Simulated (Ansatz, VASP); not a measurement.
# One calculation of Sn, two programs

INCAR

```
ALGO     = Fast           # electronic algorithm
EDIFF    = 1E-6           # SCF threshold, eV
ENCUT    = 520            # plane-wave cutoff, eV
GGA      = PE             # functional
ISIF     = 2              # what is computed and relaxed
ISMEAR   = 0              # smearing method
IVDW     = 12             # dispersion correction
LASPH    = T              # aspherical terms in the spheres
LCHARG   = F              # write CHGCAR
LREAL    = F              # projectors in reciprocal space
LWAVE    = F              # write WAVECAR
NBANDS   = 13             # bands
NELM     = 100            # most SCF steps
PREC     = Accurate       # precision mode
SIGMA    = 0.15           # smearing width, eV
```

Contents of KPOINTS:

```
k-points
0
Gamma
  18 18 18
```

POSCAR

```
Sn
1.0
   -1.7430796737      1.7430796737      2.0462239647
    1.7430796737     -1.7430796737      2.0462239647
    1.7430796737      1.7430796737     -2.0462239647
Sn
1
Direct
    0.0000000000      0.0000000000      0.0000000000
```

Input for Ansatz:

```yaml
crystal:
  lattice:
    - [-1.7430796737, 1.7430796737, 2.0462239647]
    - [1.7430796737, -1.7430796737, 2.0462239647]
    - [1.7430796737, 1.7430796737, -2.0462239647]
  atoms:
    - { symbol: Sn, position: [0.0, 0.0, 0.0] }
basis:
  ecutwfc: 420
kpoints:
  mp_grid: { grid: [18, 18, 18] }
hamiltonian:
  xc: pbe
  dispersion: d3bj
scf:
  occupations: { method: gaussian, width: 0.15 }
output:
  forces: true
  stress: true
  eigenvalues: true
```

Change from the starting cell: strain -0.080 along x and y, +0.080 along z, atoms carried along.

Alike in both runs: task single point; functional PBE; dispersion D3(BJ); k mesh 18 × 18 × 18; occupations gaussian, width 0.15 eV; no spin polarisation.

|  | VASP | Ansatz |
| --- | --- | --- |
| version | VASP 6.6.1 | Ansatz 0.2.0 |
| potentials or method | VASP PAW PBE potentials, release 64 (Sn_d) | scalar-relativistic, plane waves, PAW |
| plane-wave cutoff (eV) | 520 | 420 |
| valence electrons in the cell | 14 | 14 |

VASP gave:

- gap on the k mesh at the Fermi level (eV): none
- pressure (GPa): 4.1
- largest component of the traceless stress (GPa): 0.54

Problem. Which values does Ansatz return?

Solution. gap on the k mesh at the Fermi level (eV): none; pressure (GPa): 4.2; largest component of the traceless stress (GPa): 0.55.

A gap of «none» marks a metal or a gap that the smearing closes.

Caveats: pairwise dispersion overbinds metals, which lowers pressure and volume.
